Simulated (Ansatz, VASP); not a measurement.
# Two plane-wave programs on Ta

```
Ta
1.0
    -1.62301    1.62301    1.62301
     1.62301   -1.62301    1.62301
     1.62301    1.62301   -1.62301
Ta
1
Direct
  0.00000 0.00000 0.00000
```

Alike in both runs: task single point; functional PBE; k mesh 22 × 22 × 22; occupations gaussian, width 0.05 eV; no spin polarisation.

|  | VASP | Ansatz |
| --- | --- | --- |
| version | VASP 6.6.1 | Ansatz 0.2.0 |
| potentials or method | VASP PAW PBE potentials, release 64 (Ta_pv) | scalar-relativistic, plane waves, PAW |
| plane-wave cutoff (eV) | 520 | 450 |
| valence electrons in the cell | 11 | 13 |

```tsv
	VASP	Ansatz	Ansatz less VASP
gap on the k mesh at the Fermi level (eV)	none	none	-
pressure (GPa)	14.9	14.7	-0.22
```

A gap of «none» marks a metal or a gap that the smearing closes. The two sets of potentials don't hold the same shells in valence.

The runs have no spin-orbit coupling, so splittings on Ta are missing.
